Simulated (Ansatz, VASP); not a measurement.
Cu in VASP and in Ansatz

```
CELL_PARAMETERS angstrom
2.51968 0.00000 0.00000
0.00000 3.56337 0.00000
0.00000 0.00000 23.29921
ATOMIC_POSITIONS crystal
Cu 0.50000 0.50000 0.36482
Cu 0.00000 0.00000 0.41889
Cu 0.50000 0.50000 0.47296
Cu 0.00000 0.00000 0.52639
Cu 0.50000 0.50000 0.58284
Cu 0.00000 0.00000 0.63114
```

Alike in both runs: functional PBEsol; k mesh 11 × 8 × 1; occupations gaussian, width 0.1 eV; no spin polarisation.

Ansatz relaxed the structure, and its values are those at the end. VASP's run is a single point on that final structure, the one shown.

|  | VASP | Ansatz |
| --- | --- | --- |
| version | VASP 6.6.1 | Ansatz 0.2.0 |
| potentials or method | VASP PAW PBE potentials, release 64 (Cu) | scalar-relativistic, plane waves, PAW |
| plane-wave cutoff (eV) | 520 | 420 |
| valence electrons in the cell | 66 | 114 |

Ansatz gave:

- gap on the k mesh at the Fermi level (eV): none
- rms of the force components (eV/Å): 0.156
- work function, face that differs most (eV): 4.61

Problem. Which values does VASP return?

Solution. gap on the k mesh at the Fermi level (eV): none; rms of the force components (eV/Å): 0.151; work function, face that differs most (eV): 4.59.

A gap of «none» marks a metal or a gap that the smearing closes. The functional is the same, so the differences come from potentials, cutoffs and numerics. The two sets of potentials don't hold the same shells in valence. Ansatz warned: «xc_potential_rough_in_thin_density».

Caveats: the PAW data sets were made with another functional, which shifts forces and pressure a little (VASP).
